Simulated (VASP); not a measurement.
Set up this calculation in VASP 6.6.1, as the native input.

```yaml
Task: relaxation of cell and atoms
Functional: HSE06
Potentials_or_basis: VASP PAW PBE potentials, release 64 (Cd, S)
Cutoff: 520 eV
k_mesh: 6 × 6 × 6
Occupations: gaussian, width 0.02 eV
Spin: no spin polarisation
Grid_for_exact_exchange_PRECFOCK: Fast
Screening_parameter: 0.2 1/A
Further_INCAR_settings: ALGO = Normal; EDIFF = 1e-07; IBRION = 2; EDIFFG = -0.01; NSW = 80; ISIF = 3
```

Crystal: CdS.

```
CELL_PARAMETERS angstrom
0.00000 2.91650 2.91650
2.91650 0.00000 2.91650
2.91650 2.91650 0.00000
ATOMIC_POSITIONS crystal
Cd 0.00000 0.00000 0.00000
S 0.25000 0.25000 0.25000
```

These files were run (other wordings do the same):

POSCAR

```
CdS
1.0
    0.0000000000      2.9165000000      2.9165000000
    2.9165000000      0.0000000000      2.9165000000
    2.9165000000      2.9165000000      0.0000000000
Cd S
1 1
Direct
    0.0000000000      0.0000000000      0.0000000000
    0.2500000000      0.2500000000      0.2500000000
```

INCAR.step1

```
SYSTEM = CdS
ALGO = Normal
EDIFF = 1E-5
ENCUT = 520
GGA = PE
ISMEAR = 0
KPAR = 4
LASPH = .TRUE.
LCHARG = .FALSE.
LREAL = .FALSE.
LWAVE = .TRUE.
NELM = 100
PREC = Accurate
SIGMA = 0.02
```

INCAR.step2

```
SYSTEM = CdS
ALGO = Normal
EDIFF = 1E-7
EDIFFG = -0.01
ENCUT = 520
GGA = PE
HFSCREEN = 0.2
IBRION = 2
ISIF = 3
ISMEAR = 0
ISTART = 1
KPAR = 4
LASPH = .TRUE.
LCHARG = .FALSE.
LHFCALC = .TRUE.
LREAL = .FALSE.
LWAVE = .FALSE.
NELM = 100
NSW = 80
PREC = Accurate
PRECFOCK = Fast
SIGMA = 0.02
```

KPOINTS

```
k-points
0
G
  6 6 6
  0 0 0
```

Potentials or basis: VASP PAW PBE potentials, release 64 (Cd, S).

The run is started by

```console
$ cat potpaw_PBE.64/Cd/POTCAR potpaw_PBE.64/S/POTCAR > POTCAR
$ cp INCAR.step1 INCAR
$ mpirun -np 4 vasp_std > vasp.out
$ cp INCAR.step2 INCAR
$ mpirun -np 4 vasp_std > vasp.out
```

Results of the run:

```yaml
Relaxed_volume: 25.61 Å³/atom
Relaxed_cell: a = 4.169 Å, b = 4.169 Å, c = 4.169 Å, α = 60.00°, β = 60.00°, γ = 60.00°
Space_group_after_relaxing_to_0.05_Å: F-43m (No. 216)
Energy_gained_by_relaxing: 5.0 meV/atom
Ionic_steps: 3
Pressure_after_relaxing: 0.0 GPa
Band_gap_on_the_k_mesh: 2.11 eV, direct
```

Caveat: the PAW data sets were made with another functional, which shifts forces and pressure a little.

It took 11 min on 4 MPI ranks on Intel(R) Xeon(R) 6975P-C (Granite Rapids) (shared host), peak memory 0.29 GiB a rank.
